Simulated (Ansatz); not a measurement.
# Preparing CaMg3Si4O12 (C2) as a host crystal, part 3 of 4

Before any defect goes in: CaMg3Si4O12 (C2) at rest, and how it screens a charge.

Ansatz 0.2.0; plane-wave PAW DFT, PBEsol; relaxation of the host's cell and atoms (the session's first sound run).

So far. Step 3 (Dielectric tensors of the host): The principal values of the electronic dielectric tensor are 2.94, 2.97 and 3.04. The principal values of the static dielectric tensor are 7.03, 8.02 and 8.51.

### Step 6. Defect free supercell relaxed from its symmetric sites

This cell, the one that will hold the defects, is built from the relaxed host. Its coarser k-points can move the atoms a little, so it is relaxed from the symmetric sites, as the reference for the test of stability.

This step: plane-wave PAW DFT, PBEsol; relaxation of the defect-free supercell from its symmetric sites (Ansatz 0.2.0).

Input file pristine.symmetric/input.yaml:

```yaml
crystal:
  lattice:
    - [-1.5652257372, 8.8867361331, 5.0106088495]
    - [8.1622074846, 0.0, 5.0668706681]
    - [9.7274332219, 8.8867361331, 0.0562618186]
  atoms:
    - { symbol: Ca, position: [0.4005793189, 0.0994206811, 0.4005793189] }
    - { symbol: Ca, position: [0.4005793189, 0.0994206811, 0.9005793189] }
    - { symbol: Ca, position: [0.9005793189, 0.5994206811, 0.4005793189] }
    - { symbol: Ca, position: [0.9005793189, 0.5994206811, 0.9005793189] }
    - { symbol: Mg, position: [0.2043402495, 0.2956597505, 0.2043402495] }
    - { symbol: Mg, position: [0.2043402495, 0.2956597505, 0.7043402495] }
    - { symbol: Mg, position: [0.7043402495, 0.7956597505, 0.2043402495] }
    - { symbol: Mg, position: [0.7043402495, 0.7956597505, 0.7043402495] }
    - { symbol: Mg, position: [0.048145155, 0.951854845, 0.048145155] }
    - { symbol: Mg, position: [0.048145155, 0.951854845, 0.548145155] }
    - { symbol: Mg, position: [0.548145155, 0.451854845, 0.048145155] }
    - { symbol: Mg, position: [0.548145155, 0.451854845, 0.548145155] }
    - { symbol: Mg, position: [0.3722963835, 0.6277036165, 0.3722963835] }
    - { symbol: Mg, position: [0.3722963835, 0.6277036165, 0.8722963835] }
    - { symbol: Mg, position: [0.8722963835, 0.1277036165, 0.3722963835] }
    - { symbol: Mg, position: [0.8722963835, 0.1277036165, 0.8722963835] }
    - { symbol: Si, position: [0.1470377847, 0.3487519604, 0.4441483451] }
    - { symbol: Si, position: [0.1470377847, 0.3487519604, 0.9441483451] }
    - { symbol: Si, position: [0.6470377847, 0.8487519604, 0.4441483451] }
    - { symbol: Si, position: [0.6470377847, 0.8487519604, 0.9441483451] }
    - { symbol: Si, position: [0.4441483451, 0.0600619097, 0.1470377847] }
    - { symbol: Si, position: [0.4441483451, 0.0600619097, 0.6470377847] }
    - { symbol: Si, position: [0.9441483451, 0.5600619097, 0.1470377847] }
    - { symbol: Si, position: [0.9441483451, 0.5600619097, 0.6470377847] }
    - { symbol: Si, position: [0.1034074302, 0.9079139796, 0.3024722427] }
    - { symbol: Si, position: [0.1034074302, 0.9079139796, 0.8024722427] }
    - { symbol: Si, position: [0.6034074302, 0.4079139796, 0.3024722427] }
    - { symbol: Si, position: [0.6034074302, 0.4079139796, 0.8024722427] }
    - { symbol: Si, position: [0.3024722427, 0.6862063474, 0.1034074302] }
    - { symbol: Si, position: [0.3024722427, 0.6862063474, 0.6034074302] }
    - { symbol: Si, position: [0.8024722427, 0.1862063474, 0.1034074302] }
    - { symbol: Si, position: [0.8024722427, 0.1862063474, 0.6034074302] }
    - { symbol: O, position: [0.1839168403, 0.212701799, 0.4063646994] }
    - { symbol: O, position: [0.1839168403, 0.212701799, 0.9063646994] }
    - { symbol: O, position: [0.6839168403, 0.712701799, 0.4063646994] }
    - { symbol: O, position: [0.6839168403, 0.712701799, 0.9063646994] }
    - { symbol: O, position: [0.4063646994, 0.1970166613, 0.1839168403] }
    - { symbol: O, position: [0.4063646994, 0.1970166613, 0.6839168403] }
    - { symbol: O, position: [0.9063646994, 0.6970166613, 0.1839168403] }
    - { symbol: O, position: [0.9063646994, 0.6970166613, 0.6839168403] }
    - { symbol: O, position: [0.065548725, 0.0401946273, 0.3446763007] }
    - { symbol: O, position: [0.065548725, 0.0401946273, 0.8446763007] }
    - { symbol: O, position: [0.565548725, 0.5401946273, 0.3446763007] }
    - { symbol: O, position: [0.565548725, 0.5401946273, 0.8446763007] }
    - { symbol: O, position: [0.3446763007, 0.549580347, 0.065548725] }
    - { symbol: O, position: [0.3446763007, 0.549580347, 0.565548725] }
    - { symbol: O, position: [0.8446763007, 0.049580347, 0.065548725] }
    - { symbol: O, position: [0.8446763007, 0.049580347, 0.565548725] }
    - { symbol: O, position: [0.239588271, 0.3730405173, 0.0040890548] }
    - { symbol: O, position: [0.239588271, 0.3730405173, 0.5040890548] }
    - { symbol: O, position: [0.739588271, 0.8730405173, 0.0040890548] }
    - { symbol: O, position: [0.739588271, 0.8730405173, 0.5040890548] }
    - { symbol: O, position: [0.0040890548, 0.3832821569, 0.239588271] }
    - { symbol: O, position: [0.0040890548, 0.3832821569, 0.739588271] }
    - { symbol: O, position: [0.5040890548, 0.8832821569, 0.239588271] }
    - { symbol: O, position: [0.5040890548, 0.8832821569, 0.739588271] }
    - { symbol: O, position: [0.0134426835, 0.905953288, 0.2324968765] }
    - { symbol: O, position: [0.0134426835, 0.905953288, 0.7324968765] }
    - { symbol: O, position: [0.5134426835, 0.405953288, 0.2324968765] }
    - { symbol: O, position: [0.5134426835, 0.405953288, 0.7324968765] }
    - { symbol: O, position: [0.2324968765, 0.848107152, 0.0134426835] }
    - { symbol: O, position: [0.2324968765, 0.848107152, 0.5134426835] }
    - { symbol: O, position: [0.7324968765, 0.348107152, 0.0134426835] }
    - { symbol: O, position: [0.7324968765, 0.348107152, 0.5134426835] }
    - { symbol: O, position: [0.4597856894, 0.7936882343, 0.0597412916] }
    - { symbol: O, position: [0.4597856894, 0.7936882343, 0.5597412916] }
    - { symbol: O, position: [0.9597856894, 0.2936882343, 0.0597412916] }
    - { symbol: O, position: [0.9597856894, 0.2936882343, 0.5597412916] }
    - { symbol: O, position: [0.0597412916, 0.6867847847, 0.4597856894] }
    - { symbol: O, position: [0.0597412916, 0.6867847847, 0.9597856894] }
    - { symbol: O, position: [0.5597412916, 0.1867847847, 0.4597856894] }
    - { symbol: O, position: [0.5597412916, 0.1867847847, 0.9597856894] }
    - { symbol: O, position: [0.2869354628, 0.9679681543, 0.1809871953] }
    - { symbol: O, position: [0.2869354628, 0.9679681543, 0.6809871953] }
    - { symbol: O, position: [0.7869354628, 0.4679681543, 0.1809871953] }
    - { symbol: O, position: [0.7869354628, 0.4679681543, 0.6809871953] }
    - { symbol: O, position: [0.1809871953, 0.5641091877, 0.2869354628] }
    - { symbol: O, position: [0.1809871953, 0.5641091877, 0.7869354628] }
    - { symbol: O, position: [0.6809871953, 0.0641091877, 0.2869354628] }
    - { symbol: O, position: [0.6809871953, 0.0641091877, 0.7869354628] }
basis:
  ecutwfc: 420
  xc_grid: 2
hamiltonian:
  xc: pbesol
kpoints:
  mp_grid: { grid: [1, 1, 1], shift: [0.25, 0.25, 0.25] }
scf:
  occupations: { method: fermi_dirac, width: 0.01 }
  max_iter: 80
output:
  forces: true
relax:
  f_tol: 0.01
  max_steps: 60
  escape_saddle: false
checkpoint:
  write: "../pristine.symmetric.run"
  compress: false
  write_wavefunctions: false
  write_every: 100000
```

Started as:

```
$ ansatz run input.yaml --threads 4 --pin off --max-ram 7536MiB --backend cpu --events-out ev --progress --plain --runs-dir out
```

Numbers of over 12 decimals in the logs are rounded to 6 here.

What it wrote:

```text
[...]
Crystal: 80 atoms, lattice volume = 867.851 Å³
Basis set: ecut = 420 eV, 16945 PW (Γ), exchange–correlation on 144×144×180 points (8 copies of the dense FFT grid, shifted against one another)
Bands: 336, of which v1, the nominal top of the filled ones, is band 256 counted from 1 (255 counted from 0)
Symmetry: 4 space group operations
k-points: 1
[...]
SCF iter   1: F=—  HF=-67095.762943 eV  |F-HF|=—  |Δ(HF+E_count)|=         —  Δρ=1.33e-2  dr2=1.21e0  ethr=1.77e-3  ⟨swp⟩=7.0  Hψ=1552  notcnv=0  defer=56
[...]
SCF iter   7: F=-67095.392296 eV  HF=-67095.392297 eV  |F-HF|=9.37e-7  |Δ(HF+E_count)|=   5.63e-6  Δρ=1.46e-5  dr2=1.42e-6  ethr=4.88e-10  ⟨swp⟩=4.0  Hψ=1028  notcnv=0
SCF 1 converged in 7 iterations: F = -67095.392296 eV  dr2 = 1.42e-6
[...]
relax step   1: F+E_penalty+E_count = -67095.39229640 eV  Δ(F+E_penalty+E_count) = +0.000e0 eV  max|allowed force component| = 8.557e-3 eV/Å  Δτ_max = 0.0000 Å  (7 SCF iters, dr2 threshold 2.50e-6 eV, accepted)
[...]
SCF iter   3: F=-67095.392297 eV  HF=-67095.392297 eV  |F-HF|=3.23e-8  |Δ(HF+E_count)|=   2.80e-8  Δρ=2.15e-6  dr2=5.21e-8  ethr=1.95e-11  ⟨swp⟩=3.0  Hψ=839  notcnv=0
SCF 2 converged in 3 iterations: F = -67095.392297 eV  dr2 = 5.21e-8
relax step   2: F+E_penalty+E_count = -67095.39229717 eV  Δ(F+E_penalty+E_count) = -7.713e-7 eV  max|allowed force component| = 8.593e-3 eV/Å  Δτ_max = 0.0000 Å  (3 SCF iters, accepted)
SCF converged after 3 iterations
Free energy (F): -67095.392297 eV
[...]
Internal energy: -67095.392297 eV  (E = F + TS)
E sigma→0 (E₀):  -67095.392297 eV
Fermi energy:    8.253230 eV
[...]
--- Forces (eV/Å), atoms counted from 1 ---
  atom   1  Ca    -0.00146133    -0.00440614    -0.00113709
  atom   2  Ca    -0.00146133    -0.00440614    -0.00113709
  atom   3  Ca    -0.00146133    -0.00440614    -0.00113709
  atom   4  Ca    -0.00146133    -0.00440614    -0.00113709
  atom   5  Mg     0.00059504     0.00003252     0.00017692
  atom   6  Mg     0.00059504     0.00003252     0.00017692
  atom   7  Mg     0.00059504     0.00003252     0.00017692
  atom   8  Mg     0.00059504     0.00003252     0.00017692
  atom   9  Mg     0.00047304     0.00150612    -0.00006436
  atom  10  Mg     0.00047304     0.00150612    -0.00006436
  atom  11  Mg     0.00047304     0.00150612    -0.00006436
  atom  12  Mg     0.00047304     0.00150612    -0.00006436
  atom  13  Mg     0.00140964     0.00413591     0.00063184
  atom  14  Mg     0.00140964     0.00413591     0.00063184
  atom  15  Mg     0.00140964     0.00413591     0.00063184
  atom  16  Mg     0.00140964     0.00413591     0.00063184
  atom  17  Si    -0.00062223    -0.00046741     0.00064213
  atom  18  Si    -0.00062223    -0.00046741     0.00064213
  atom  19  Si    -0.00062223    -0.00046741     0.00064213
  atom  20  Si    -0.00062223    -0.00046741     0.00064213
  atom  21  Si    -0.00170255     0.00008372     0.00524059
  atom  22  Si    -0.00170255     0.00008372     0.00524059
  atom  23  Si    -0.00170255     0.00008372     0.00524059
  atom  24  Si    -0.00170255     0.00008372     0.00524059
  atom  25  Si     0.00005153    -0.00344392    -0.00491478
  atom  26  Si     0.00005153    -0.00344392    -0.00491478
  atom  27  Si     0.00005153    -0.00344392    -0.00491478
  atom  28  Si     0.00005153    -0.00344392    -0.00491478
  atom  29  Si    -0.00003382    -0.00367184    -0.00135053
  atom  30  Si    -0.00003382    -0.00367184    -0.00135053
  atom  31  Si    -0.00003382    -0.00367184    -0.00135053
  atom  32  Si    -0.00003382    -0.00367184    -0.00135053
  atom  33  O     -0.00212612     0.00071964     0.00096996
  atom  34  O     -0.00212612     0.00071964     0.00096996
  atom  35  O     -0.00212612     0.00071964     0.00096996
  atom  36  O     -0.00212612     0.00071964     0.00096996
  atom  37  O      0.00016816     0.00533146     0.00364512
  atom  38  O      0.00016816     0.00533146     0.00364512
  atom  39  O      0.00016816     0.00533146     0.00364512
  atom  40  O      0.00016816     0.00533146     0.00364512
[...]
atom  69  O      0.00255527    -0.00177897    -0.00044931
  atom  70  O      0.00255527    -0.00177897    -0.00044931
  atom  71  O      0.00255527    -0.00177897    -0.00044931
  atom  72  O      0.00255527    -0.00177897    -0.00044931
  atom  73  O     -0.00345363     0.00312457    -0.00281385
  atom  74  O     -0.00345363     0.00312457    -0.00281385
  atom  75  O     -0.00345363     0.00312457    -0.00281385
  atom  76  O     -0.00345363     0.00312457    -0.00281385
  atom  77  O     -0.00128036     0.00394846    -0.00103779
  atom  78  O     -0.00128036     0.00394846    -0.00103779
  atom  79  O     -0.00128036     0.00394846    -0.00103779
  atom  80  O     -0.00128036     0.00394846    -0.00103779
  max |Σ_I F_I| component: 1.67e-4 eV/Å
--- Relaxed structure (2 steps of the walk, 2 accepted, 0 SCFs on fresh bases) ---
  F+E_penalty+E_count = -67095.39229717 eV   max|allowed force component| = 8.593e-3 eV/Å
  atoms:
    - { symbol: Ca, position: [0.4005793189, 0.099421, 0.400579] }
    - { symbol: Ca, position: [0.400579, 0.099421, 0.9005793189] }
    - { symbol: Ca, position: [0.9005793189, 0.5994206811, 0.400579] }
    - { symbol: Ca, position: [0.9005793189, 0.599421, 0.900579] }
    - { symbol: Mg, position: [0.2043402495, 0.2956597505, 0.204340] }
    - { symbol: Mg, position: [0.204340, 0.295660, 0.7043402495] }
    - { symbol: Mg, position: [0.7043402495, 0.7956597505, 0.204340] }
    - { symbol: Mg, position: [0.7043402495, 0.7956597505, 0.7043402495] }
    - { symbol: Mg, position: [0.048145, 0.951854845, 0.048145] }
    - { symbol: Mg, position: [0.048145, 0.951855, 0.548145155] }
    - { symbol: Mg, position: [0.548145155, 0.451855, 0.048145] }
    - { symbol: Mg, position: [0.548145155, 0.451855, 0.548145155] }
    - { symbol: Mg, position: [0.372296, 0.627704, 0.372296] }
    - { symbol: Mg, position: [0.372296, 0.627704, 0.872296] }
    - { symbol: Mg, position: [0.872296, 0.127704, 0.372296] }
    - { symbol: Mg, position: [0.872296, 0.127704, 0.872296] }
    - { symbol: Si, position: [0.147038, 0.348752, 0.4441483451] }
    - { symbol: Si, position: [0.147038, 0.348752, 0.9441483451] }
    - { symbol: Si, position: [0.647038, 0.848752, 0.444148] }
    - { symbol: Si, position: [0.647038, 0.848752, 0.944148] }
    - { symbol: Si, position: [0.4441483451, 0.060062, 0.147038] }
    - { symbol: Si, position: [0.444148, 0.060062, 0.6470377847] }
    - { symbol: Si, position: [0.9441483451, 0.560062, 0.147038] }
    - { symbol: Si, position: [0.944148, 0.560062, 0.6470377847] }
    - { symbol: Si, position: [0.103407, 0.907914, 0.302472] }
    - { symbol: Si, position: [0.103407, 0.907914, 0.802472] }
    - { symbol: Si, position: [0.603407, 0.407914, 0.302472] }
    - { symbol: Si, position: [0.603407, 0.407914, 0.8024722427] }
    - { symbol: Si, position: [0.3024722427, 0.686206, 0.103407] }
    - { symbol: Si, position: [0.3024722427, 0.686206, 0.603407] }
    - { symbol: Si, position: [0.8024722427, 0.186206, 0.103407] }
    - { symbol: Si, position: [0.8024722427, 0.186206, 0.603407] }
    - { symbol: O, position: [0.183917, 0.212702, 0.406365] }
    - { symbol: O, position: [0.1839168403, 0.212702, 0.9063646994] }
    - { symbol: O, position: [0.6839168403, 0.712701799, 0.406365] }
    - { symbol: O, position: [0.683917, 0.712702, 0.906365] }
    - { symbol: O, position: [0.406365, 0.197017, 0.1839168403] }
    - { symbol: O, position: [0.406365, 0.197017, 0.683917] }
    - { symbol: O, position: [0.9063646994, 0.697017, 0.183917] }
    - { symbol: O, position: [0.9063646994, 0.697017, 0.683917] }
    - { symbol: O, position: [0.065548725, 0.040195, 0.344676] }
    - { symbol: O, position: [0.065549, 0.040195, 0.8446763007] }
    - { symbol: O, position: [0.565549, 0.5401946273, 0.344676] }
    - { symbol: O, position: [0.565548725, 0.540195, 0.844676] }
    - { symbol: O, position: [0.344676, 0.549580347, 0.065549] }
    - { symbol: O, position: [0.344676, 0.549580, 0.565548725] }
    - { symbol: O, position: [0.8446763007, 0.049580, 0.065549] }
    - { symbol: O, position: [0.8446763007, 0.049580, 0.565549] }
    - { symbol: O, position: [0.239588, 0.373041, 0.004089] }
    - { symbol: O, position: [0.239588, 0.373041, 0.5040890548] }
    - { symbol: O, position: [0.739588, 0.8730405173, 0.004089] }
    - { symbol: O, position: [0.739588271, 0.873041, 0.504089] }
    - { symbol: O, position: [0.004089, 0.3832821569, 0.239588] }
    - { symbol: O, position: [0.004089, 0.383282, 0.739588] }
    - { symbol: O, position: [0.504089, 0.8832821569, 0.239588] }
    - { symbol: O, position: [0.504089, 0.883282, 0.739588] }
    - { symbol: O, position: [0.013443, 0.905953288, 0.232497] }
    - { symbol: O, position: [0.013443, 0.905953, 0.7324968765] }
    - { symbol: O, position: [0.513443, 0.405953, 0.232497] }
    - { symbol: O, position: [0.513443, 0.405953, 0.7324968765] }
    - { symbol: O, position: [0.232497, 0.848107, 0.013443] }
    - { symbol: O, position: [0.232497, 0.848107, 0.513443] }
    - { symbol: O, position: [0.7324968765, 0.348107152, 0.013443] }
    - { symbol: O, position: [0.7324968765, 0.348107, 0.5134426835] }
    - { symbol: O, position: [0.459786, 0.793688, 0.059741] }
    - { symbol: O, position: [0.4597856894, 0.7936882343, 0.5597412916] }
    - { symbol: O, position: [0.959786, 0.2936882343, 0.059741] }
    - { symbol: O, position: [0.959786, 0.293688, 0.559741] }
    - { symbol: O, position: [0.059741, 0.686785, 0.4597856894] }
    - { symbol: O, position: [0.059741, 0.686785, 0.959786] }
    - { symbol: O, position: [0.5597412916, 0.186785, 0.459786] }
    - { symbol: O, position: [0.5597412916, 0.186785, 0.959786] }
    - { symbol: O, position: [0.2869354628, 0.967968, 0.180987] }
    - { symbol: O, position: [0.286935, 0.967968, 0.6809871953] }
    - { symbol: O, position: [0.7869354628, 0.467968, 0.180987] }
    - { symbol: O, position: [0.7869354628, 0.467968, 0.680987] }
    - { symbol: O, position: [0.180987, 0.564109, 0.286935] }
    - { symbol: O, position: [0.180987, 0.564109, 0.786935] }
    - { symbol: O, position: [0.6809871953, 0.064109, 0.286935] }
    - { symbol: O, position: [0.6809871953, 0.064109, 0.7869354628] }
```

Elapsed: 22 s, on 4 threads of Arm Neoverse V1, shared host; peak memory 1.8 GiB; 83 s of CPU time.

No atom moved by 0.005 Å in the relaxation.

(Continued in part 4 of 4.)

[Logs are printed without paths, hosts, clocks, repeated set-up lines and the standing remarks that a program may print on its own settings, such as how far it seeks lower states.]

[Hosts, paths, dates, database ids (printed as entryN), source tags and the programs' standing remarks are cut or masked in the printed files.]

[Runs of the host that timed out are not shown.]

[For some hosts the program warned that the k-mesh of the response run may be too coarse for force constants and the static dielectric constant; such warnings are not always shown.]
